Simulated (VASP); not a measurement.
## HfB2: single point with r2SCAN

The system is HfB2.

```
Hf B
1.0
     3.13592    0.00000    0.00000
    -1.56796    2.71579    0.00000
     0.00000    0.00000    3.48083
Hf B
1 2
Direct
  0.00000 0.00000 0.00000
  0.33333 0.66667 0.50000
  0.66667 0.33333 0.50000
```

- Program: VASP 6.6.1
- Task: single point
- Functional: r2SCAN
- Potentials or basis: VASP PAW PBE potentials, release 64 (Hf_pv, B)
- Cutoff: 520 eV
- k mesh: 15 × 15 × 12
- Occupations: gaussian, width 0.1 eV
- Spin: no spin polarisation

* Pressure: -0.6 GPa
* Band gap on the k mesh: none (metal or under the smearing width)

Stress tensor (GPa, compression positive):
```
-0.66  0.00  0.00
 0.00 -0.66  0.00
 0.00  0.00 -0.54
```

Levels at points of the mesh, in eV from the Fermi level:
```csv
k point,band 6,band 7,band 8,band 9,band 10,band 11
"(0.00, 0.00, 0.00)",-3.13,-3.09,-3.09,4.20,4.20,4.90
"(0.00, 0.00, 0.50)",-1.31,-1.31,0.31,0.31,1.04,1.04
```

Wall time 86 s on 1 thread of Intel(R) Xeon(R) 6975P-C (Granite Rapids) (shared host), peak memory 0.22 GiB.

Caveat: the PAW data sets were made with another functional, which shifts forces and pressure a little. The run has no spin-orbit coupling, so splittings on Hf are missing.
